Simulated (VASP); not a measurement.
## VASP 6.6.1 run: AlN

INCAR

```
LASPH = .TRUE.
ISIF = 2
LCHARG = .FALSE.
LREAL = .FALSE.
ISMEAR = 0
ENCUT = 520
EDIFF = 1E-7
NSW = 0
NBANDS = 2
LWAVE = .FALSE.
IBRION = -1
ALGO = Normal
NELM = 75
SIGMA = 0.01
PREC = Accurate
METAGGA = R2SCAN
```

KPOINTS

```
KPOINTS created by Atomic Simulation Environment
0
Gamma
10 10 10
0 0 0
```

POSCAR

```
Al N
 1.0000000000000000
     0.0000000000000000    2.0188684453999999    2.0188684453999999
     2.0087741031999999    0.0000000000000000    2.0188684453999999
     2.0087741031999999    2.0188684453999999    0.0000000000000000
 Al  N
   1   1
Cartesian
  0.0000000000000000  0.0000000000000000  0.0000000000000000
  2.0087741032000004  2.0188684453999999  2.0188684453999999
```

The recommended PBE PAW datasets give the neutral cell 8 valence electrons.

Command

```
mpirun -np 1 vasp_std
```

Q: How does this run end, and what does it give?

A: VASP stopped before the first electronic step.

Standard output (part)

```
POSCAR found type information on POSCAR AlN
 POSCAR found :  2 types and       2 ions
 LDA part: xc-table for (None), standard interpolation
|     EEEEEEE  RRRRRR   RRRRRR   OOOOOOO  RRRRRR      ###     ###     ###     |
|     E        R     R  R     R  O     O  R     R     ###     ###     ###     |
|     E        R     R  R     R  O     O  R     R     ###     ###     ###     |
|     EEEEE    RRRRRR   RRRRRR   O     O  RRRRRR       #       #       #      |
|     E        R    R   R    R   O     O  R    R      ###     ###     ###     |
|     EEEEEEE  R     R  R     R  OOOOOOO  R     R     ###     ###     ###     |
|     The number of bands is not sufficient to hold all electrons. I am       |
|     sorry, but this calculation does not make sense. If you want to         |
|     calculate only selected states, you need to set either EFERMI or        |
|     EREF. EREF specifies around which energy states are supposed to be      |
|     calculated.                                                             |
|     I found NBANDS = 2, NELECT = 8.                                         |
|       ---->  I REFUSE TO CONTINUE WITH THIS SICK JOB ... BYE!!! <----       |
```

The fault: too few bands.
